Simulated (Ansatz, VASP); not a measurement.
# One calculation of Al, two programs

```
CELL_PARAMETERS angstrom
0.00000 2.02398 2.05434
2.02398 0.00000 2.05434
2.02398 2.02398 0.00000
ATOMIC_POSITIONS crystal
Al 0.00000 0.00000 0.00000
```

Change from the starting cell: strain +0.000 along x and y, +0.015 along z, atoms carried along.

Alike in both runs: task single point; functional PBEsol; k mesh 20 × 20 × 20; occupations gaussian, width 0.15 eV; no spin polarisation.

```csv
,VASP,Ansatz
version,VASP 6.6.1,Ansatz 0.2.0
potentials or method,"VASP PAW PBE potentials, release 64 (Al)","scalar-relativistic, plane waves, PAW"
plane-wave cutoff (eV),520,420
valence electrons in the cell,3,3
```

VASP gave:

| Item | Value |
| --- | --- |
| gap on the k mesh at the Fermi level (eV) | none |
| pressure (GPa) | -2.9 |
| largest component of the traceless stress (GPa) | 0.31 |

What did Ansatz give for the same quantities?

gap on the k mesh at the Fermi level (eV): none; pressure (GPa): -3.0; largest component of the traceless stress (GPa): 0.31.

A gap of «none» marks a metal or a gap that the smearing closes. The functional is the same, so the differences come from potentials, cutoffs and numerics.

Caveats: the PAW data sets were made with another functional, which shifts forces and pressure a little (VASP).
